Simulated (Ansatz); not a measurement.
# TiC: the cost of one run

Method: DFT PBE, scalar-relativistic, plane waves, PAW, in Ansatz 0.2.0.

## 1. The system as given

The structure is hexagonal, space group P6/mmm (No. 191). Conventional cell: a = 3.956 Å, b = 3.956 Å, c = 4.853 Å, α = 90.00°, β = 90.00°, γ = 120.00°. Around Ti (site symmetry -6m2) lie 3 Ti at 2.28 Å and 2 C at 2.43 Å. Around C (site symmetry -6m2) lie 3 C at 2.28 Å and 2 Ti at 2.43 Å.

Coordinates:

```
CELL_PARAMETERS angstrom
3.95559 0.00000 0.00000
-1.97779 3.42564 0.00000
0.00000 0.00000 4.85329
ATOMIC_POSITIONS crystal
Ti 0.33333 0.66667 0.00000
Ti 0.66667 0.33333 0.00000
C 0.33333 0.66667 0.50000
C 0.66667 0.33333 0.50000
```

The cell is invented: random cell by space group and Wyckoff sites (P6/mmm, No. 191). The dimensions are guesses.

## 2. The guess as it stands, on a coarse mesh

File input.yaml:

```yaml
crystal:
  lattice:
    - [3.95558601, 0.0, 0.0]
    - [-1.977793, 3.42563797, 0.0]
    - [0.0, 0.0, 4.85328689]
  atoms:
    - { symbol: Ti, position: [0.33333333, 0.66666667, 0.0] }
    - { symbol: Ti, position: [0.66666667, 0.33333333, 0.0] }
    - { symbol: C, position: [0.33333333, 0.66666667, 0.5] }
    - { symbol: C, position: [0.66666667, 0.33333333, 0.5] }
basis:
  ecutwfc: 420
kpoints:
  mp_grid: { grid: [6, 6, 4] }
hamiltonian:
  xc: pbe
scf:
  occupations: { method: gaussian, width: 0.1 }
  lower_state_search: "off"
output:
  forces: true
  stress: true
  eigenvalues: true
```

Launch:

```sh
$ ansatz run input.yaml --threads 1 --pin off --max-ram 2560MiB --backend cpu --events-out ev --progress --plain --runs-dir out
```

What time and memory should one allow on 1 thread of Arm Neoverse V2, shared host?

About 2 s, with a peak of 0.32 GiB.
